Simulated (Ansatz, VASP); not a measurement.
AlN in VASP and in Ansatz

The input INCAR:

```
SYSTEM = AlN
PREC = Accurate
ENCUT = 520
EDIFF = 1E-6
ISMEAR = -1
SIGMA = 0.2
LREAL = .FALSE.
LASPH = .TRUE.
NELM = 100
ALGO = Fast
ISIF = 2
LWAVE = .FALSE.
LCHARG = .TRUE.
LELF = .TRUE.
LVHAR = .TRUE.
NBANDS = 16
```

The input KPOINTS:

```
regular mesh
0
G
  12 12 6
  0 0 0
```

File POSCAR:

```
AlN
1.0
    3.3121157418      0.0000000000      0.0000000000
   -1.6560578709      2.8683763727      0.0000000000
    0.0000000000      0.0000000000      4.1875630000
Al N
2 2
Direct
    0.3333333333      0.6666666667      0.7500000000
    0.6666666667      0.3333333333      0.2500000000
    0.3333333333      0.6666666667      0.2500000000
    0.6666666667      0.3333333333      0.7500000000
```

Input for Ansatz:

```yaml
crystal:
  lattice:
    - [3.3121157418, 0.0, 0.0]
    - [-1.6560578709, 2.8683763727, 0.0]
    - [0.0, 0.0, 4.187563]
  atoms:
    - { symbol: Al, position: [0.3333333333, 0.6666666667, 0.75] }
    - { symbol: Al, position: [0.6666666667, 0.3333333333, 0.25] }
    - { symbol: "N", position: [0.3333333333, 0.6666666667, 0.25] }
    - { symbol: "N", position: [0.6666666667, 0.3333333333, 0.75] }
basis:
  ecutwfc: 420
kpoints:
  mp_grid: { grid: [12, 12, 6] }
hamiltonian:
  xc: lda
scf:
  occupations: { method: fermi_dirac, width: 0.2 }
output:
  forces: true
  stress: true
  eigenvalues: true
```

Measurements of this composition are mostly on another form, of space group No. 186.

Alike in both runs: task single point; functional LDA; k mesh 12 × 12 × 6; occupations fermi-dirac, width 0.2 eV; no spin polarisation.

```csv
,VASP,Ansatz
version,VASP 6.6.1,Ansatz 0.2.0
potentials or method,"VASP PAW LDA potentials, release 64 (Al, N)","scalar-relativistic, plane waves, PAW"
plane-wave cutoff (eV),520,420
valence electrons in the cell,16,16
```

|  | VASP | Ansatz | Ansatz less VASP |
| --- | --- | --- | --- |
| gap on the k mesh at the Fermi level (eV) | 3.29 | 3.28 | -0.010 |
| least direct gap on the mesh (eV) | 3.29 | 3.28 | -0.010 |
| pressure (GPa) | -8.2 | -8.7 | -0.53 |
| largest component of the traceless stress (GPa) | 0.32 | 0.12 | -0.203 |

A k mesh can miss the band edges. A hybrid or GW would open this gap; LDA tends to underestimate it.
